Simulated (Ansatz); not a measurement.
Input file of a DFT run on BaS with Ansatz:

```yaml
crystal:
  lattice:
    - [4.3552073167, 0.0166387321, 0.0131540292]
    - [-2.1631940937, 3.820269578, 0.0290444958]
    - [0.0231156794, 0.0722818996, 7.718232874]
  atoms:
    - { symbol: Ba, position: [0.3337747598, 0.6876971868, 0.256295155] }
    - { symbol: Ba, position: [0.6665237936, 0.3205483045, 0.7591778442] }
    - { symbol: S, position: [0.0151129768, 0.041186216, -0.0055224897] }
    - { symbol: S, position: [-0.0154115302, -0.0494317073, 0.4900494904] }
basis:
  ecutwfc: 420
  ecutrho_ratio: 4
kpoints:
  mp_grid: { grid: [8, 8, 6] }
hamiltonian:
  xc: pbe
scf:
  occupations: { method: gaussian, width: 0.05 }
output:
  forces: true
  stress: true
  eigenvalues: true
```

Launched as:
```sh
ansatz run input.yaml --threads 2 --pin off --max-ram 2662MiB --backend cpu --events-out ev --progress --plain --runs-dir out
```

The start was a prototype's sites filled with these elements. The Crystallography Open Database lists the compound in space group Fm-3m (rock salt), so this is a trial structure.

About how long does the run take on 2 threads of Arm Neoverse V2 (shared host), and how much memory does it need?

About 22 s, with a peak of 0.65 GiB.

What the program printed, in part:

```
Pseudopotentials: kind: paw
Pseudopotential: Ba, paw, valence charge 10, recommended cutoff 420 eV (normal), Ba.paw.azcp
Pseudopotential: S, paw, valence charge 6, recommended cutoff 420 eV (normal), S.paw.azcp
Crystal: 4 atoms, lattice volume = 128.682 Å³
Basis set: ecut = 420 eV, 2533 PW (Γ), exchange–correlation on 60×60×108 points (8 copies of the dense FFT grid, shifted against one another)
Bands: 20, of which v1, the nominal top of the filled ones, is band 16 counted from 1 (15 counted from 0)
Symmetry: 1 space group operations
Space group: P1 (ITA 1), of the structure as read, at distance tolerance 5.0e-5 Å
k-points: 196 of 384 (time reversal used)
Initial density: superposition of atomic densities (neutral atoms: chi_scale 0, normalization atom), corrected by the library's trained network
Initial wavefunctions: pseudopotential atomic-orbital guess
Functional: x = pbe(κ = 0.804, μ = 0.21951), c = pbe(β = 0.06672)
```

```
SCF iter   1: F=—  HF=-13711.338289 eV  |F-HF|=—  |Δ(HF+E_count)|=         —  Δρ=8.76e-4  dr2=5.65e-4
SCF iter   2: F=—  HF=-13711.338578 eV  |F-HF|=—  |Δ(HF+E_count)|=   2.89e-4  Δρ=5.02e-4  dr2=2.03e-4
SCF iter   3: F=—  HF=-13711.338963 eV  |F-HF|=—  |Δ(HF+E_count)|=   3.85e-4  Δρ=1.60e-4  dr2=3.79e-5
SCF iter   4: F=—  HF=-13711.338951 eV  |F-HF|=—  |Δ(HF+E_count)|=   1.15e-5  Δρ=5.16e-5  dr2=5.16e-6
SCF iter   5: F=—  HF=-13711.338955 eV  |F-HF|=—  |Δ(HF+E_count)|=   3.87e-6  Δρ=9.86e-6  dr2=2.06e-7
SCF iter   6: F=-13711.338956 eV  HF=-13711.338956 eV  |F-HF|=6.00e-9  |Δ(HF+E_count)|=   4.99e-7  Δρ=3.89e-6  dr2=2.65e-8
```

```
SCF 1 converged in 6 iterations: F = -13711.338956 eV  dr2 = 2.65e-8
SCF converged after 6 iterations
Free energy (F): -13711.338956 eV
E sigma→0 (E₀):  -13711.338956 eV
Fermi energy:    7.386873 eV
--- Forces (eV/Å), atoms counted from 1 ---
  atom   1  Ba     0.29323753    -0.33971428    -0.31806249
  atom   2  Ba    -0.13318908     0.17471697    -0.43631260
  atom   3  S      0.09861691    -0.27950115     0.25973807
  atom   4  S     -0.25865952     0.44448941     0.49460721
--- Stress (GPa, compression-positive) ---
        2.364524      -0.431023      -0.315655
       -0.431023       0.381837      -0.369409
       -0.315655      -0.369409       1.483144
  P = ⅓ Tr σ = 1.4098 GPa (14.098 kbar)
```

In short (PBE): pressure 1.4 GPa, gap on the mesh 2.11 eV, largest force component 0.495 eV/Å.

Semilocal functionals underestimate band gaps, commonly by a third or more. Spin–orbit coupling, which matters for such heavy elements, is left out.
